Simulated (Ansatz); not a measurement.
The elements of this relaxed trial crystal are hidden behind letters.

```
lattice vectors (Å)
   2.9991    0.0000    0.0000
   0.0000    3.9415    0.0000
   0.0000    0.0000    5.5306
fractional positions
X 0.0000 0.0000 0.0000
Z 0.0000 0.0000 0.5000
Z 0.5000 0.5000 0.7566
Z 0.5000 0.5000 0.2434
```

Method: Ansatz 0.2.0, DFT PBE, scalar-relativistic, plane waves, PAW. The final run on the 4-atom cell used 420 eV, a Γ-centred 16×12×8 mesh, 0.10 eV smearing and no spin polarisation.

```
Space group                                : Pmmm (No. 47)
Conventional cell                          : a = 2.999 Å, b = 3.941 Å, c = 5.531 Å
Volume per atom                            : 16.34 Å³
Density                                    : 3.27 g/cm³
Formation energy                           : −0.25 eV/atom
Gap on the 16×12×8 mesh of the 4-atom cell : 0 eV (a metal)
```

Energies are uncorrected and count from the elements' standard states at the same level.

**Question.** X is a d-block element of period 4 and Z is a p-block element of period 3. Which elements are they?

**Answer.** X = Ti, Z = Al, so the formula is TiAl3. Density times volume gives a mean mass of 3.27 × 16.34/1.6605 = 32.2 u per atom, and this set has 32.2 u. Ti is surrounded by 10 Al at 2.77–2.82 Å and 2 Ti at 3.00 Å; around Al on a site of symmetry mmm lie 2 Ti at 2.77 Å and 10 Al at 2.85–3.00 Å; Al on a site of symmetry mm2 has 8 Al at 2.69–3.00 Å and 4 Ti at 2.82 Å. Other sets within the hints have nearly the same mass, so mass alone doesn't settle it; this one was computed.

A structure relaxed within its symmetry needn't be a true minimum. Another cell of TiAl3 relaxed alike, in Pm-3m, lies 116 meV/atom lower, so this cell isn't the stable form at this level.
